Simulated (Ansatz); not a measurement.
**BeS: relaxation of cell and atoms with revPBE+D3(BJ)**

Crystal: BeS.

```
S Be
1.0
     0.00000    2.42500    2.42500
     2.42500    0.00000    2.42500
     2.42500    2.42500    0.00000
S Be
1 1
Direct
  0.75000 0.75000 0.75000
  0.00000 0.00000 0.00000
```

```
Program             : Ansatz 0.2.0
Task                : relaxation of cell and atoms
Functional          : revPBE
Dispersion          : D3(BJ)
Potentials or basis : Ansatz PAW
Cutoff              : 420 eV (not typed: the program's choice for these potentials)
k mesh              : 9 × 9 × 9
Occupations         : fermi-dirac, width 0.05 eV
Spin                : no spin polarisation
```

- Relaxed volume: 13.67 Å³/atom
- Relaxed cell: a = 3.381 Å, b = 3.381 Å, c = 3.381 Å, α = 60.00°, β = 60.00°, γ = 60.00°
- Space group after relaxing (to 0.05 Å): F-43m (No. 216)
- Energy gained by relaxing: 7.9 meV/atom
- Ionic steps: 5
- Pressure after relaxing: 0.0 GPa
- Band gap on the k mesh: 3.19 eV, indirect (least direct gap 5.68 eV)

Step by step:
```csv
step,energy change (eV),largest force (eV/Å),volume (Å³)
1,0.0000,0.0000,28.52
2,-0.0129,0.0000,27.83
3,-0.0158,0.0000,27.30
4,-0.0158,0.0000,27.33
5,-0.0157,0.0000,27.33
```

Final structure:
```xyz
2
Lattice="0.0000 2.3908 2.3908 2.3908 0.0000 2.3908 2.3908 2.3908 0.0000" Properties=species:S:1:pos:R:3 pbc="T T T"
S     3.5862    3.5862    3.5862
Be    0.0000    0.0000    0.0000
```

Levels at points of the mesh, in eV from the valence-band top:
```csv
k point,band 1,band 2,band 3,band 4,band 5,band 6,band 7,band 8
"(0.00, 0.00, 0.00)",-13.98,0.00,0.00,0.00,5.68,5.68,5.68,6.36
```

Wall time 3.2 s on 2 threads of Arm Neoverse V1, with other jobs on the host, peak memory 0.28 GiB.

Caveat: odd divisions of the mesh miss points on the zone boundary, where band edges often lie, so the gap on the mesh can be too wide; the plane-wave basis is chosen anew once the cell has moved, so the energies of steps on either side of that aren't comparable; the PAW data sets come from PBE, with cores solved anew for the run's functional, which leaves a small shift of forces and pressure. A k mesh can miss the band edges.
